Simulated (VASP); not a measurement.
# TiAl (an interface model) in VASP: notebook

Runs on TiAl (an interface model). Level: PBEsol. Tasks: single point.

Program: VASP 6.6.1. These are calculated values, not measurements. Logs are shortened: lines on timing, memory, paths and dates and some standing lists are left out, and cuts for length are marked.

## 1. The crystal as given

The cell holds a interface, 8 atoms: a = 2.868 Å, b = 2.868 Å, c = 22.689 Å, α = 90.00°, β = 59.67°, γ = 120.00°.

## 2. Single point, PBEsol

Input file INCAR:

```
ALGO = Fast
EDIFF = 1E-6
ENCUT = 520
GGA = PS
ISIF = 2
ISMEAR = 0
LASPH = True
LCHARG = True
LELF = True
LREAL = False
LVHAR = True
LWAVE = False
NBANDS = 40
NELM = 100
PREC = Accurate
SIGMA = 0.1
```

Input file KPOINTS:

```
k-points
0
Gamma
  12 12 2
```

Input file POSCAR:

```
TiAl
1.0
    2.8679130416     -0.0000003256      0.0017985022
   -1.4339568027      2.4836860382      0.0000000000
   11.4455003058      6.6080626825     18.4420253903
Ti Al
4 4
Direct
    0.5130147229      0.2565073614      0.0291715832
    0.5215861353      0.2607930677      0.1525657177
    0.5073843991      0.2536921995      0.2809292069
    0.5159558116      0.2579779058      0.4043233414
    0.5210673473      0.2605336736      0.5283723734
    0.5117550136      0.2558775068      0.6546619257
    0.5172155208      0.2586077604      0.7788329989
    0.5079031871      0.2539515936      0.9051225512
```

Potentials or basis: VASP PAW PBE potentials, release 64 (Ti_sv, Al).

Run with:

```console
$ cat potpaw_PBE.64/Ti_sv/POTCAR potpaw_PBE.64/Al/POTCAR > POTCAR
$ mpirun -np 1 vasp_std > vasp.out
```

OUTCAR:

```text
EDIFF = 1E-6
   ENCUT = 520
   GGA = PS
   ISIF = 2
   ISMEAR = 0
   LASPH = True
   LREAL = False
   NELM = 100
   PREC = Accurate

 ion  position               nearest neighbor table
   1  0.513  0.257  0.029-   2 2.81   2 2.81   2 2.81   8 2.82   8 2.82   8 2.82
   2  0.522  0.261  0.153-   1 2.81   1 2.81   1 2.81   3 2.89   3 2.89   3 2.89
   3  0.507  0.254  0.281-   4 2.81   4 2.81   4 2.81   2 2.89   2 2.89   2 2.89
   4  0.516  0.258  0.404-   3 2.81   3 2.81   3 2.81   5 2.82   5 2.82   5 2.82
   5  0.521  0.261  0.528-   4 2.82   4 2.82   4 2.82   6 2.85   6 2.86   6 2.86
   6  0.512  0.256  0.655-   7 2.82   7 2.82   7 2.83   5 2.85   5 2.86   5 2.86
   7  0.517  0.259  0.779-   6 2.82   6 2.82   6 2.83   8 2.85   8 2.86   8 2.86
   8  0.508  0.254  0.905-   1 2.82   1 2.82   1 2.82   7 2.85   7 2.86   7 2.86

  LATTYP: Found a base centered monoclinic cell.
 ALAT       =     4.9673720765
 B/A-ratio  =     0.5773502692
 C/A-ratio  =     3.7259512302
 COS(beta)  =    -0.0903729823

  Lattice vectors:

 A1 = (   2.8679130416,  -0.0000003256,   0.0017985022)
 A2 = (   1.4339562389,   2.4836857126,   0.0017985022)
 A3 = (  -1.4601075357,  -0.8429934785,  18.4312343771)

Analysis of symmetry for initial positions (statically):
=====================================================================
 Subroutine PRICEL returns:
 Original cell was already a primitive cell.

 Routine SETGRP: Setting up the symmetry group for a
 base centered monoclinic supercell.

 Subroutine GETGRP returns: Found  4 space group operations
 (whereof  2 operations were pure point group operations)
 out of a pool of  4 trial point group operations.

The static configuration has the point symmetry C_1h.
 The point group associated with its full space group is C_2h.

Analysis of symmetry for dynamics (positions and initial velocities):
=====================================================================
 Subroutine PRICEL returns:
 Original cell was already a primitive cell.

 Routine SETGRP: Setting up the symmetry group for a
 base centered monoclinic supercell.

 Subroutine GETGRP returns: Found  4 space group operations
 (whereof  2 operations were pure point group operations)
 out of a pool of  4 trial point group operations.

The dynamic configuration has the point symmetry C_1h.
 The point group associated with its full space group is C_2h.

 Subroutine INISYM returns: Found  4 space group operations
 (whereof  2 operations are pure point group operations),
 and found     1 'primitive' translations

----------------------------------------------------------------------------------------

                                     Primitive cell

  volume of cell :     131.2943

  direct lattice vectors                    reciprocal lattice vectors
     2.867913042 -0.000000326  0.001798502     0.348866668  0.201418265 -0.288685107
    -1.433956803  2.483686038  0.000000000     0.000090565  0.402679667 -0.144342553
    11.445500306  6.608062682 18.442025390    -0.000034022 -0.000019643  0.054252132

  length of vectors
     2.867913606  2.867913605 22.688637468     0.495596973  0.427768272  0.054252146

  position of ions in fractional coordinates (direct lattice)
     0.513014723  0.256507361  0.029171583
     0.521586135  0.260793068  0.152565718
     0.507384399  0.253692200  0.280929207
     0.515955812  0.257977906  0.404323341
     0.521067347  0.260533674  0.528372373
     0.511755014  0.255877507  0.654661926
     0.517215521  0.258607760  0.778832999
     0.507903187  0.253951594  0.905122551

  ion indices of the primitive-cell ions
   primitive index   ion index
                 1           1
                 2           2
                 3           3
                 4           4
                 5           5
                 6           6
                 7           7
                 8           8

----------------------------------------------------------------------------------------

 KPOINTS: k-points

Automatic generation of k-mesh.
 Grid dimensions read from file:
 generate k-points for:   12   12    2

 Generating k-lattice:

  Cartesian coordinates                     Fractional coordinates (reciprocal lattice)
     0.029072222  0.016784855 -0.024057092     0.083333333  0.000000000 -0.000000000
     0.000007547  0.033556639 -0.012028546    -0.000000000  0.083333333  0.000000000
    -0.000017011 -0.000009821  0.027126066     0.000000000  0.000000000  0.500000000

  Length of vectors
     0.041299748  0.035647356  0.027126073

  Shift w.r.t. Gamma in fractional coordinates (k-lattice)
     0.000000000  0.000000000  0.000000000

 Subroutine IBZKPT returns following result:
 ===========================================

 Found     86 irreducible k-points:

 Following reciprocal coordinates:
            Coordinates               Weight
  0.000000  0.000000  0.000000      1.000000
  0.083333  0.000000  0.000000      2.000000
  0.166667 -0.000000  0.000000      2.000000
  0.250000 -0.000000  0.000000      2.000000
  0.333333 -0.000000  0.000000      2.000000
  0.416667 -0.000000  0.000000      2.000000
[... 16 lines left out ...]
  0.166667  0.250000  0.000000      4.000000
  0.250000  0.250000  0.000000      4.000000
 [... further k-points ...]
   k-points           NKPTS =     86   k-points in BZ     NKDIM =     86   number of bands    NBANDS=     40
   number of dos      NEDOS =    301   number of ions     NIONS =      8
   total plane-waves  NPLWV = 103680
   dimension x,y,z NGX =    24 NGY =   24 NGZ =  180
   dimension x,y,z NGXF=    48 NGYF=   48 NGZF=  360
   ions per type =               4   4
   NGX,Y,Z   is equivalent  to a cutoff of  13.91, 13.91, 13.19 a.u.
   NGXF,Y,Z  is equivalent  to a cutoff of  27.82, 27.82, 26.38 a.u.
 SYSTEM =  unknown system
   PREC   = accura    normal or accurate (medium, high low for compatibility)
   ISTART =      0    job   : 0-new  1-cont  2-samecut
   ICHARG =      2    charge: 1-file 2-atom 10-const
   ISPIN  =      1    spin polarized calculation?
   LNONCOLLINEAR =      F non collinear calculations
   LSORBIT =      F    spin-orbit coupling
   LASPH  =      T    aspherical Exc in radial PAW
   ENCUT  =  520.0 eV  38.22 Ry    6.18 a.u.   5.33  5.33 42.19*2*pi/ulx,y,z
   NELM   =    100;   NELMIN=  2; NELMDL= -5     # of ELM steps
   EDIFF  = 0.1E-05   stopping-criterion for ELM
   LREAL  =      F    real-space projection
   EDIFFG = 0.1E-04   stopping-criterion for IOM
   NSW    =      0    number of steps for IOM
   IBRION =     -1    ionic relax: 0-MD 1-quasi-New 2-CG
   NFREE  =      0    steps in history (QN), initial steepest desc. (CG)
   ISIF   =      2    stress and relaxation
   ISYM   =      2    0-nonsym 1-usesym 2-fastsym
   POTIM  = 0.5000    time-step for ionic-motion
   TEBEG  =    0.0;   TEEND  =   0.0 temperature during run
   PSTRESS=    0.0 pullay stress
   NELECT =      60.0000    total number of electrons
   NUPDOWN=      -1.0000    fix difference up-down
   EMIN   =  10.00;   EMAX   =-10.00  energy-range for DOS
   EFERMI =   0.00;   METHOD = LEGACY
   ISMEAR =     0;   SIGMA  =   0.10  broadening in eV -4-tet -1-fermi 0-gaus
   EFERMI_NEDOS =   21; number of points for ismear=-14 and -15
   IALGO  =     68    algorithm
   IMIX   =      4    mixing-type and parameters
     AMIX     =   0.40;   BMIX     =  1.00
     AMIX_MAG =   1.60;   BMIX_MAG =  1.00
  volume/ion in A,a.u.               =      16.41       110.75
  Fermi-wavevector in a.u.,A,eV,Ry     =   1.260985  2.382916 21.634400  1.590084
  Thomas-Fermi vector in A             =   2.394467
   LORBIT       =      0    0 simple, 1 ext, 2 COOP (PROOUT), +10 PAW based schemes
   GGA     = PS    functional components
   LHFCALC =     F    Hartree Fock is set to
   AEXX    =    0.0000 exact exchange contribution
   IVDW    =     0    specifies the selected vdW correction
   LEPSILON=     F    determine dielectric tensor
   LRPA    =     F    only Hartree local field effects (RPA)
 non-spin polarized calculation
 RMM-DIIS sequential band-by-band and
 Gauss-broadening in eV      SIGMA  =   0.10
  energy-cutoff  :      520.00
  volume of cell :      131.29
 maximum number of plane-waves:      3578
 NGX is ok and might be reduce to    24
   NGX = 11   NGY = 11   NGZ = 85

 number of electron      59.9999999 magnetization

 Free energy of the ion-electron system (eV)
  ---------------------------------------------------
  ext. energy  EPLUGINS =         0.00000000
  ---------------------------------------------------
  free energy    TOTEN  =       -50.04432881 eV

  energy without entropy =      -50.00404487  energy(sigma->0) =      -50.02418684

 E-fermi :   8.2628     XC(G=0): -11.0938

 val. band max:        8.2617828533   @ k =  -0.0000   0.2500  -0.0000
 cond. band min:       8.2720053764   @ k =   0.3333   0.2500   0.5000
 fundamental gap:      0.0102225231
 Fermi energy:         8.2628093187

 k-point     1 :       0.0000    0.0000    0.0000
  band No.  band energies     occupation
      1     -48.1670      2.00000
      2     -48.1477      2.00000
      3     -48.0753      2.00000
      4     -48.0266      2.00000
      5     -24.8288      2.00000
      6     -24.6783      2.00000
[... 32 lines left out ...]
     39      10.7809      0.00000
     40      11.1436      0.00000

 k-point     2 :       0.0833    0.0000    0.0000
  band No.  band energies     occupation
      1     -48.1587      2.00000
      2     -48.1404      2.00000
      3     -48.0696      2.00000
      4     -48.0220      2.00000
      5     -24.8138      2.00000
      6     -24.6715      2.00000
[... 32 lines left out ...]
     39      10.5392      0.00000
     40      10.6942      0.00000

 k-point     3 :       0.1667   -0.0000    0.0000
  band No.  band energies     occupation
      1     -48.1359      2.00000
      2     -48.1202      2.00000
      3     -48.0541      2.00000
      4     -48.0097      2.00000
      5     -24.7727      2.00000
      6     -24.6559      2.00000
[... 32 lines left out ...]
     39      10.3652      0.00000
     40      10.7877      0.00000

 k-point     4 :       0.2500   -0.0000    0.0000
  band No.  band energies     occupation
      1     -48.1038      2.00000
      2     -48.0922      2.00000
      3     -48.0330      2.00000
      4     -47.9939      2.00000
      5     -24.7200      2.00000
      6     -24.6485      2.00000
[... 32 lines left out ...]
     39      10.5695      0.00000
     40      10.7439      0.00000
[... 772 lines left out ...]
     39      10.6422      0.00000
     40      10.9442      0.00000

 k-point    23 :       0.1667    0.2500    0.0000
  band No.  band energies     occupation
      1     -48.0578      2.00000
      2     -48.0526      2.00000
      3     -48.0040      2.00000
      4     -47.9751      2.00000
      5     -24.6883      2.00000
      6     -24.6757      2.00000
[... 32 lines left out ...]
     39      10.4606      0.00000
     40      10.6296      0.00000

 k-point    24 :       0.2500    0.2500    0.0000
  band No.  band energies     occupation
      1     -48.0353      2.00000
      2     -48.0334      2.00000
      3     -47.9897      2.00000
      4     -47.9689      2.00000
      5     -24.7021      2.00000
      6     -24.6812      2.00000
[... 32 lines left out ...]
     39      10.1869      0.00000
     40      10.3890      0.00000

 [... further k-points ...]

------------------------ aborting loop because EDIFF is reached ----------------------------------------

  FORCE on cell =-STRESS in cart. coord.  units (eV):
  Direction    XX          YY          ZZ          XY          YZ          ZX
  --------------------------------------------------------------------------------------
  -------------------------------------------------------------------------------------
  Total        0.5415423      0.5627003     -0.0585197     -0.0183234      0.0003021      0.0005233
  in kB        6.6084118      6.8666023     -0.7141132     -0.2235995      0.0036860      0.0063855
  external PRESSURE =       4.2536337 kB  Pullay stress =       0.0000000 kB

 VOLUME and BASIS-vectors are now :
 -----------------------------------------------------------------------------
  energy-cutoff  :      520.00
  volume of cell :      131.29
      direct lattice vectors                 reciprocal lattice vectors
     2.867913042 -0.000000326  0.001798502     0.348866668  0.201418265 -0.288685107
    -1.433956803  2.483686038  0.000000000     0.000090565  0.402679667 -0.144342553
    11.445500306  6.608062682 18.442025390    -0.000034022 -0.000019643  0.054252132

 POSITION                                       TOTAL-FORCE (eV/Angst)
 -----------------------------------------------------------------------------------
      1.43734      0.82985      0.53891        -0.000376     -0.000217      0.010131
      2.86809      1.65589      2.81456         0.000584      0.000337      0.005656
      4.30673      2.48649      5.18182        -0.000584     -0.000337     -0.005656
      5.73747      3.31253      7.45747         0.000376      0.000217     -0.010131
      7.16827      4.13860      9.74519        -0.000163     -0.000094     -0.002894
      8.59368      4.96157     12.07421         0.000355      0.000205     -0.001413
     10.02663      5.78888     14.36419        -0.000355     -0.000205      0.001413
     11.45205      6.61184     16.69321         0.000163      0.000094      0.002894
 -----------------------------------------------------------------------------------
    total drift:                                0.000001      0.000000      0.000023

  FREE ENERGIE OF THE ION-ELECTRON SYSTEM (eV)
  ---------------------------------------------------
  free  energy   TOTEN  =       -50.0443288086 eV

  energy  without entropy=      -50.0040448660  energy(sigma->0) =      -50.02418684
```

Wall time 22 min (1 thread of Intel Xeon Platinum 8559C (Emerald Rapids), shared host); peak memory 0.54 GiB.

Results:

- Free energy: -50.0443 eV
- Pressure: 0.4 GPa
- Largest force: 0.010 eV/Å
- Band gap on the k mesh: none (metal or under the smearing width)

Forces in eV/Å, atoms in the order of the input:
```
Ti   0.000  0.000  0.010
Ti   0.001  0.000  0.006
Ti  -0.001  0.000 -0.006
Ti   0.000  0.000 -0.010
Al   0.000  0.000 -0.003
Al   0.000  0.000 -0.001
Al   0.000  0.000  0.001
Al   0.000  0.000  0.003
```

Caveat: the PAW data sets were made with another functional, which shifts forces and pressure a little.

[end of part 1 of 2]
